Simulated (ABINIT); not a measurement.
Crystal: BN.

```xyz
2
Lattice="0.0000 1.8130 1.8130 1.8130 0.0000 1.8130 1.8130 1.8130 0.0000" Properties=species:S:1:pos:R:3 pbc="T T T"
N     0.9065    0.9065    0.9065
B     0.0000    0.0000    0.0000
```

The cell is a database's computed one.

Base run:

| Quantity | Value |
| --- | --- |
| Program | ABINIT 10.8.3 (patched build) |
| Functional | r2SCAN |
| Potentials or basis | JTH PAW PBE v2.0 |
| Cutoff | 844 eV |
| k mesh | 8 × 8 × 8 |
| Occupations | fermi-dirac, width 0.05 eV |
| Spin | no spin polarisation |

Its results: band gap on the k mesh 4.95 eV, indirect (least direct gap 9.46 eV); pressure -2.6 GPa.

Task: The run is repeated on the same cell with these changes: potentials or basis from JTH PAW PBE v2.0 to PseudoDojo NC SR PBE v0.4.1 standard; cutoff from 844 eV to 1361 eV; k mesh from 8 × 8 × 8 to 13 × 13 × 13. What comes out?

Result: Band gap on the k mesh 4.93 eV, indirect (least direct gap 9.49 eV); pressure -1.0 GPa.

Caveats: the PAW data sets were made with another functional, which shifts forces and pressure a little (some runs); a meta-GGA on potentials with a model core is unreliable (some runs); the potentials were made for another functional, which shifts forces and pressure (some runs).

A k mesh can miss the band edges.
